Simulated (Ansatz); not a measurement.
# Cd (P6_3/mmc) in Ansatz: equation of state

How stiff is Cd in PBEsol, and what volume does it want? The cell is scaled to several volumes.

All numbers are computed with Ansatz 0.2.0; they aren't measurements. Logs are shortened: lines on timing, memory, paths and dates and some standing lists are left out, and cuts for length are marked.

### Step 1. The crystal as given

The structure is hexagonal, space group P6_3/mmc (No. 194). The conventional cell has a = 3.093 Å, b = 3.093 Å, c = 10.431 Å, α = 90.00°, β = 90.00°, γ = 120.00°. Cd (site symmetry -6m2) is surrounded by 12 Cd at 3.09 to 3.16 Å. Around Cd (site symmetry -3m) lie 12 Cd at 3.09 to 3.16 Å.

### Step 2. Equation of state, PBEsol

Potentials or basis: all-electron LAPW, scalar-relativistic.

This step only gathers the single runs of the series.

What came out:

| Property | Result |
| --- | --- |
| Equilibrium volume | 20.92 Å³/atom |
| Bulk modulus at fixed shape and positions | 58 GPa |
| Pressure derivative of the bulk modulus | 5.7 |

Energy against volume, from the lowest point:
| volume (Å³/atom) | energy (meV/atom) |
| --- | --- |
| 20.309 | 3.20 |
| 20.741 | 0.00 |
| 21.173 | 0.22 |
| 21.606 | 3.43 |
| 22.038 | 9.24 |
| 22.470 | 17.29 |
| 22.902 | 27.31 |

Caveat: the cell was scaled at fixed shape and fractional positions, which overstates the stiffness of a crystal with free parameters, most of all of layers and chains.
